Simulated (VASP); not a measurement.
# NaI (Fm-3m) in VASP: settings compared

Aim: see how the results for NaI move with the level of theory and the settings. Levels: BLYP, PBE. Tasks: relaxation of cell and atoms, single point.

Everything below comes from runs of VASP 6.6.1. Logs are shortened: lines on timing, memory, paths and dates and some standing lists are left out, and cuts for length are marked.

## Step 1: The crystal as given

The structure is cubic, space group Fm-3m (No. 225). Conventional cell: a = 6.473 Å, b = 6.473 Å, c = 6.473 Å, α = 90.00°, β = 90.00°, γ = 90.00°. I (site symmetry m-3m) is surrounded by 6 Na at 3.24 Å. Na (site symmetry m-3m) has 6 I at 3.24 Å as nearest neighbours.

## Step 2: Relaxation of cell and atoms, BLYP

File INCAR:

```
PREC = Accurate ; ENCUT = 600
EDIFF = 1E-7 ; ISMEAR = -1
SIGMA = 0.05 ; LREAL = F
LASPH = T ; NELM = 60
ALGO = Fast ; ISIF = 3
LWAVE = F ; LCHARG = F
GGA = B5 ; ALDAX = 1.0
AGGAX = 1.0 ; AGGAC = 1.0
ALDAC = 0.0 ; IBRION = 2
NSW = 60 ; EDIFFG = -0.01
```

File KPOINTS:

```
regular mesh
0
Gamma
  7 7 7
```

File POSCAR:

```
NaI
1.0
    0.0000000000      3.2364000000      3.2364000000
    3.2364000000      0.0000000000      3.2364000000
    3.2364000000      3.2364000000      0.0000000000
I Na
1 1
Direct
    0.5000000000      0.5000000000      0.5000000000
    0.0000000000      0.0000000000      0.0000000000
```

Potentials or basis: VASP PAW PBE potentials, release 64 (I, Na_pv).

Run with:

```sh
$ cat potpaw_PBE.64/I/POTCAR potpaw_PBE.64/Na_pv/POTCAR > POTCAR
$ mpirun -np 1 vasp_std > vasp.out
```

OUTCAR:

```text
PREC = Accurate
   ENCUT = 600
   EDIFF = 1E-7
   ISMEAR = -1
   LREAL = F
   LASPH = T
   NELM = 60
   ISIF = 3
   GGA = B5
   IBRION = 2
   NSW = 60
   EDIFFG = -0.01

 ion  position               nearest neighbor table
   1  0.500  0.500  0.500-
   2  0.000  0.000  0.000-

  LATTYP: Found a face centered cubic cell.
 ALAT       =     6.4728000000

  Lattice vectors:

 A1 = (   0.0000000000,   3.2364000000,   3.2364000000)
 A2 = (   3.2364000000,   0.0000000000,   3.2364000000)
 A3 = (   3.2364000000,   3.2364000000,   0.0000000000)

Analysis of symmetry for initial positions (statically):
=====================================================================
 Subroutine PRICEL returns:
 Original cell was already a primitive cell.

 Routine SETGRP: Setting up the symmetry group for a
 face centered cubic supercell.

 Subroutine GETGRP returns: Found 48 space group operations
 (whereof 48 operations were pure point group operations)
 out of a pool of 48 trial point group operations.

The static configuration has the point symmetry O_h .

Analysis of symmetry for dynamics (positions and initial velocities):
=====================================================================
 Subroutine PRICEL returns:
 Original cell was already a primitive cell.

 Routine SETGRP: Setting up the symmetry group for a
 face centered cubic supercell.

 Subroutine GETGRP returns: Found 48 space group operations
 (whereof 48 operations were pure point group operations)
 out of a pool of 48 trial point group operations.

The dynamic configuration has the point symmetry O_h .

 Subroutine INISYM returns: Found 48 space group operations
 (whereof 48 operations are pure point group operations),
 and found     1 'primitive' translations

----------------------------------------------------------------------------------------

                                     Primitive cell

  volume of cell :      67.7980

  direct lattice vectors                    reciprocal lattice vectors
     0.000000000  3.236400000  3.236400000    -0.154492646  0.154492646  0.154492646
     3.236400000  0.000000000  3.236400000     0.154492646 -0.154492646  0.154492646
     3.236400000  3.236400000  0.000000000     0.154492646  0.154492646 -0.154492646

  length of vectors
     4.576960773  4.576960773  4.576960773     0.267589113  0.267589113  0.267589113

  position of ions in fractional coordinates (direct lattice)
     0.500000000  0.500000000  0.500000000
     0.000000000  0.000000000  0.000000000

  ion indices of the primitive-cell ions
   primitive index   ion index
                 1           1
                 2           2

----------------------------------------------------------------------------------------

 KPOINTS: regular mesh

Automatic generation of k-mesh.
 Grid dimensions read from file:
 generate k-points for:    7    7    7

 Generating k-lattice:

  Cartesian coordinates                     Fractional coordinates (reciprocal lattice)
    -0.022070378  0.022070378  0.022070378     0.142857143  0.000000000  0.000000000
     0.022070378 -0.022070378  0.022070378     0.000000000  0.142857143  0.000000000
     0.022070378  0.022070378 -0.022070378     0.000000000  0.000000000  0.142857143

  Length of vectors
     0.038227016  0.038227016  0.038227016

  Shift w.r.t. Gamma in fractional coordinates (k-lattice)
     0.000000000  0.000000000  0.000000000

 Subroutine IBZKPT returns following result:
 ===========================================

 Found     20 irreducible k-points:

 Following reciprocal coordinates:
            Coordinates               Weight
  0.000000  0.000000  0.000000      1.000000
  0.142857  0.000000  0.000000      8.000000
  0.285714  0.000000  0.000000      8.000000
  0.428571  0.000000  0.000000      8.000000
  0.142857  0.142857  0.000000      6.000000
  0.285714  0.142857  0.000000     24.000000
[... 12 lines left out ...]
 -0.428571  0.428571  0.142857     24.000000
 -0.285714  0.428571  0.142857     24.000000
   k-points           NKPTS =     20   k-points in BZ     NKDIM =     20   number of bands    NBANDS=     11
   number of dos      NEDOS =    301   number of ions     NIONS =      2
   total plane-waves  NPLWV =  64000
   dimension x,y,z NGX =    40 NGY =   40 NGZ =   40
   dimension x,y,z NGXF=    80 NGYF=   80 NGZF=   80
   ions per type =               1   1
   NGX,Y,Z   is equivalent  to a cutoff of  14.53, 14.53, 14.53 a.u.
   NGXF,Y,Z  is equivalent  to a cutoff of  29.06, 29.06, 29.06 a.u.
 SYSTEM =  unknown system
   PREC   = accura    normal or accurate (medium, high low for compatibility)
   ISTART =      0    job   : 0-new  1-cont  2-samecut
   ICHARG =      2    charge: 1-file 2-atom 10-const
   ISPIN  =      1    spin polarized calculation?
   LNONCOLLINEAR =      F non collinear calculations
   LSORBIT =      F    spin-orbit coupling
   LASPH  =      T    aspherical Exc in radial PAW
   ENCUT  =  600.0 eV  44.10 Ry    6.64 a.u.   9.14  9.14  9.14*2*pi/ulx,y,z
   NELM   =     60;   NELMIN=  2; NELMDL= -5     # of ELM steps
   EDIFF  = 0.1E-06   stopping-criterion for ELM
   LREAL  =      F    real-space projection
   EDIFFG = -.1E-01   stopping-criterion for IOM
   NSW    =     60    number of steps for IOM
   IBRION =      2    ionic relax: 0-MD 1-quasi-New 2-CG
   NFREE  =      1    steps in history (QN), initial steepest desc. (CG)
   ISIF   =      3    stress and relaxation
   ISYM   =      2    0-nonsym 1-usesym 2-fastsym
   POTIM  = 0.5000    time-step for ionic-motion
   TEBEG  =    0.0;   TEEND  =   0.0 temperature during run
   PSTRESS=    0.0 pullay stress
   NELECT =      14.0000    total number of electrons
   NUPDOWN=      -1.0000    fix difference up-down
   EMIN   =  10.00;   EMAX   =-10.00  energy-range for DOS
   EFERMI =   0.00;   METHOD = LEGACY
   ISMEAR =    -1;   SIGMA  =   0.05  broadening in eV -4-tet -1-fermi 0-gaus
   EFERMI_NEDOS =   21; number of points for ismear=-14 and -15
   IALGO  =     68    algorithm
   IMIX   =      4    mixing-type and parameters
     AMIX     =   0.40;   BMIX     =  1.00
     AMIX_MAG =   1.60;   BMIX_MAG =  1.00
  volume/ion in A,a.u.               =      33.90       228.76
  Fermi-wavevector in a.u.,A,eV,Ry     =   0.967636  1.828567 12.739397  0.936319
  Thomas-Fermi vector in A             =   2.097538
   LORBIT       =      0    0 simple, 1 ext, 2 COOP (PROOUT), +10 PAW based schemes
   GGA     = B5    functional components
   LHFCALC =     F    Hartree Fock is set to
   AEXX    =    0.0000 exact exchange contribution
   IVDW    =     0    specifies the selected vdW correction
   LEPSILON=     F    determine dielectric tensor
   LRPA    =     F    only Hartree local field effects (RPA)
 conjugate gradient relaxation of ions
 non-spin polarized calculation
 RMM-DIIS sequential band-by-band and
  energy-cutoff  :      600.00
  volume of cell :       67.80
 maximum number of plane-waves:      2281
 NGX is ok and might be reduce to    40
   NGX = 19   NGY = 19   NGZ = 19

--------------------------------------- Ionic step        1  -------------------------------------------

 number of electron      13.9999994 magnetization

 Free energy of the ion-electron system (eV)
  ---------------------------------------------------
  ext. energy  EPLUGINS =         0.00000000
  ---------------------------------------------------
  free energy    TOTEN  =        -4.84231034 eV

  energy without entropy =       -4.84231034  energy(sigma->0) =       -4.84231034

------------------------ aborting loop because EDIFF is reached ----------------------------------------

  FORCE on cell =-STRESS in cart. coord.  units (eV):
  Direction    XX          YY          ZZ          XY          YZ          ZX
  --------------------------------------------------------------------------------------
  -------------------------------------------------------------------------------------
  Total        0.6020003      0.6020003      0.6020003      0.0000000      0.0000000      0.0000000
  in kB       14.2262597     14.2262597     14.2262597      0.0000000      0.0000000      0.0000000
  external PRESSURE =      14.2262597 kB  Pullay stress =       0.0000000 kB

 VOLUME and BASIS-vectors are now :
 -----------------------------------------------------------------------------
  energy-cutoff  :      600.00
  volume of cell :       67.80
      direct lattice vectors                 reciprocal lattice vectors
     0.000000000  3.236400000  3.236400000    -0.154492646  0.154492646  0.154492646
     3.236400000  0.000000000  3.236400000     0.154492646 -0.154492646  0.154492646
     3.236400000  3.236400000  0.000000000     0.154492646  0.154492646 -0.154492646

 POSITION                                       TOTAL-FORCE (eV/Angst)
 -----------------------------------------------------------------------------------
      3.23640      3.23640      3.23640        -0.000000      0.000000      0.000000
      0.00000      0.00000      0.00000         0.000000     -0.000000     -0.000000
 -----------------------------------------------------------------------------------
    total drift:                                0.000000     -0.000000     -0.000000

  FREE ENERGIE OF THE ION-ELECTRON SYSTEM (eV)
  ---------------------------------------------------
  free  energy   TOTEN  =        -4.8423103356 eV
[... 17 lines left out ...]
 VOLUME and BASIS-vectors are now :
 -----------------------------------------------------------------------------
  energy-cutoff  :      600.00
  volume of cell :       70.79
      direct lattice vectors                 reciprocal lattice vectors
     0.000000000  3.283395915  3.283395915    -0.152281361  0.152281361  0.152281361
     3.283395915  0.000000000  3.283395915     0.152281361 -0.152281361  0.152281361
     3.283395915  3.283395915  0.000000000     0.152281361  0.152281361 -0.152281361

 POSITION                                       TOTAL-FORCE (eV/Angst)
 -----------------------------------------------------------------------------------
      3.28340      3.28340      3.28340         0.000000     -0.000000     -0.000000
      0.00000      3.28340      3.28340         0.000000      0.000000      0.000000
 -----------------------------------------------------------------------------------
    total drift:                               -0.000000     -0.000000     -0.000000

  FREE ENERGIE OF THE ION-ELECTRON SYSTEM (eV)
  ---------------------------------------------------
  free  energy   TOTEN  =        -4.8616613271 eV

  energy  without entropy=       -4.8616613271  energy(sigma->0) =       -4.86166133

--------------------------------------- Ionic step        3  -------------------------------------------

 number of electron      14.0000008 magnetization

 Free energy of the ion-electron system (eV)
  ---------------------------------------------------
  ext. energy  EPLUGINS =         0.00000000
  ---------------------------------------------------
  free energy    TOTEN  =        -4.86827807 eV

  energy without entropy =       -4.86827807  energy(sigma->0) =       -4.86827807

 E-fermi :   1.6353     XC(G=0):  -6.9591

 val. band max:        0.5823495850   @ k =   0.0000   0.0000   0.0000
 cond. band min:       4.0800461255   @ k =   0.0000   0.0000   0.0000
 fundamental gap:      3.4976965405
 Fermi energy:         1.6352817502

 k-point     1 :       0.0000    0.0000    0.0000
  band No.  band energies     occupation
      1     -22.3102      2.00000
      2     -22.3102      2.00000
      3     -22.3102      2.00000
      4     -10.2255      2.00000
      5       0.5823      2.00000
      6       0.5823      2.00000
      7       0.5823      2.00000
      8       4.0800      0.00000
      9       8.5613      0.00000
     10       8.5613      0.00000
     11       8.5613      0.00000

 k-point     2 :       0.1429    0.0000    0.0000
  band No.  band energies     occupation
      1     -22.3108      2.00000
      2     -22.3103      2.00000
      3     -22.3102      2.00000
      4     -10.1831      2.00000
      5       0.0946      2.00000
      6       0.5361      2.00000
      7       0.5361      2.00000
      8       4.6718      0.00000
      9       8.1668      0.00000
     10       8.7015      0.00000
     11       8.7015      0.00000

 k-point     3 :       0.2857    0.0000    0.0000
  band No.  band energies     occupation
      1     -22.3121      2.00000
      2     -22.3104      2.00000
      3     -22.3103      2.00000
      4     -10.0841      2.00000
      5      -0.7091      2.00000
      6       0.4372      2.00000
      7       0.4372      2.00000
      8       5.5269      0.00000
      9       8.0685      0.00000
     10       8.3755      0.00000
     11       8.3756      0.00000
[... 249 lines left out ...]
 VOLUME and BASIS-vectors are now :
 -----------------------------------------------------------------------------
  energy-cutoff  :      600.00
  volume of cell :       73.95
      direct lattice vectors                 reciprocal lattice vectors
     0.000000000  3.331488121  3.331488121    -0.150083081  0.150083081  0.150083081
     3.331488121  0.000000000  3.331488121     0.150083081 -0.150083081  0.150083081
     3.331488121  3.331488121  0.000000000     0.150083081  0.150083081 -0.150083081

 POSITION                                       TOTAL-FORCE (eV/Angst)
 -----------------------------------------------------------------------------------
      3.33149      3.33149      3.33149        -0.000000      0.000000      0.000000
      0.00000      0.00000      0.00000         0.000000     -0.000000     -0.000000
 -----------------------------------------------------------------------------------
    total drift:                                0.000000     -0.000000     -0.000000

  FREE ENERGIE OF THE ION-ELECTRON SYSTEM (eV)
  ---------------------------------------------------
  free  energy   TOTEN  =        -4.8682780691 eV

  energy  without entropy=       -4.8682780690  energy(sigma->0) =       -4.86827807

 reached required accuracy - stopping structural energy minimisation
```

Wall time 2 min (1 thread of AMD EPYC 9R45 (Zen 5), shared host); peak memory 0.21 GiB.

Results:

| Item | Value |
| --- | --- |
| Free energy | -4.8683 eV |
| Relaxed volume | 36.98 Å³/atom |
| Relaxed cell | a = 4.711 Å, b = 4.711 Å, c = 4.711 Å, α = 60.00°, β = 60.00°, γ = 60.00° |
| Space group after relaxing (to 0.05 Å) | Fm-3m (No. 225) |
| Energy gained by relaxing | 13.0 meV/atom |
| Ionic steps | 3 |
| Pressure after relaxing | 0.0 GPa |
| Band gap on the k mesh | 3.50 eV, direct |

Step by step:
```csv
step,energy change (eV),largest force (eV/Å),pressure (GPa),volume (Å³)
1,0.0000,0.0000,1.42,67.80
2,-0.0194,0.0000,0.66,70.79
3,-0.0260,0.0000,0.02,73.95
```

Final structure:
```
CELL_PARAMETERS angstrom
0.00000 3.33149 3.33149
3.33149 0.00000 3.33149
3.33149 3.33149 0.00000
ATOMIC_POSITIONS crystal
I 0.50000 0.50000 0.50000
Na 0.00000 0.00000 0.00000
```

Levels at points of the mesh, in eV from the valence-band top:
| k point | band 4 | band 5 | band 6 | band 7 | band 8 | band 9 | band 10 | band 11 |
| --- | --- | --- | --- | --- | --- | --- | --- | --- |
| (0.00, 0.00, 0.00) | -10.81 | 0.00 | 0.00 | 0.00 | 3.50 | 7.98 | 7.98 | 7.98 |

Caveat: the PAW data sets were made with another functional, which shifts forces and pressure a little; spin-orbit coupling is left out, which moves the levels of the heavy elements. BLYP gives volumes clearly too large for solids.

## Step 3: Single point, PBE

File INCAR:

```
SYSTEM = NaI
PREC = Accurate
ENCUT = 520
EDIFF = 1E-6
ISMEAR = 0
SIGMA = 0.1
LREAL = .False.
LASPH = .True.
NELM = 60
ALGO = Fast
ISIF = 2
LWAVE = .False.
LCHARG = .False.
GGA = PE
NBANDS = 14
```

File KPOINTS:

```
regular mesh
0
Gamma
  7 7 7
  0 0 0
```

POSCAR, as its differences from that of step 2:

```diff
@@ -7,4 +7,4 @@
 1 1
-Direct
-    0.5000000000      0.5000000000      0.5000000000
+Cartesian
+    3.2364000000      3.2364000000      3.2364000000
     0.0000000000      0.0000000000      0.0000000000
```

Potentials or basis: VASP PAW PBE potentials, release 64 (I, Na_pv).

Run with:

```sh
$ cat potpaw_PBE.64/I/POTCAR potpaw_PBE.64/Na_pv/POTCAR > POTCAR
$ mpirun -np 1 vasp_std > vasp.out
```

Run time: 15 s. Hardware: 1 thread of Intel Xeon Platinum 8488C (Sapphire Rapids), shared host; peak memory 0.2 GiB.

Results (log left out):

```yaml
Free_energy: -5.3851 eV
Pressure: 0.4 GPa
Band_gap_on_the_k_mesh: 3.64 eV, direct
```

Levels at points of the mesh, in eV from the valence-band top:
| k point | band 3 | band 4 | band 5 | band 6 | band 7 | band 8 | band 9 | band 10 | band 11 | band 12 |
| --- | --- | --- | --- | --- | --- | --- | --- | --- | --- | --- |
| (0.00, 0.00, 0.00) | -22.44 | -11.02 | 0.00 | 0.00 | 0.00 | 3.64 | 7.93 | 7.93 | 7.93 | 9.75 |

Caveat: spin-orbit coupling is left out, which moves the levels of the heavy elements. PBE gaps usually lie below the measured ones, often by a third to a half.
